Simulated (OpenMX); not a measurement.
Slab: Te2Mo, a slab with vacuum.

```
CELL_PARAMETERS angstrom
6.36161 0.00000 0.00000
0.00000 3.48040 0.00000
-0.08574 0.00000 36.17589
ATOMIC_POSITIONS crystal
Te 0.42925 0.75000 0.54070
Te 0.57075 0.25000 0.45930
Te 0.92085 0.25000 0.55653
Te 0.07915 0.75000 0.44347
Mo 0.18135 0.25000 0.49747
Mo 0.81865 0.75000 0.50253
```

- Program: OpenMX 3.8.5
- Task: single point
- Functional: PBE
- Potentials or basis: OpenMX 2013 PBE set, Te7.0-s3p2d2f1, Mo7.0-s3p2d2, grid cutoff 500 Ry
- k mesh: 5 × 9 × 1
- Occupations: fermi-dirac, width 0.05 eV
- Spin: no spin polarisation

On this cell: largest force 0.776 eV/Å; band gap on the k mesh none (metal or under the smearing width).

The same run follows on a disturbed copy (atoms moved at random, drawn with an rms of 0.05 Å):

```xyz
6
Lattice="6.3616 0.0000 0.0000 0.0000 3.4804 0.0000 -0.0857 0.0000 36.1759" Properties=species:S:1:pos:R:3 pbc="T T T"
Te    2.7077    2.6139   19.5627
Te    3.6184    0.8965   16.6061
Te    5.7867    0.8768   20.1418
Te    0.4673    2.5662   16.0559
Mo    1.1287    0.9040   17.9964
Mo    5.1593    2.6126   18.1526
```

Question: What changes?

Answer: The energy (extrapolated to zero smearing) moves by +6.6 meV/atom; largest force 1.244 eV/Å; band gap on the k mesh none (metal or under the smearing width).

Forces on the atoms (eV/Å):
```
Te  -0.131  0.050  0.237
Te  -0.304 -0.113 -0.410
Te   0.157  0.003  0.319
Te   0.137  0.525 -1.120
Mo  -0.022 -0.566  0.365
Mo   0.154  0.098  0.602
```

Caveats: the basis of atomic orbitals isn't converged, which shifts pressures, moduli and gaps.
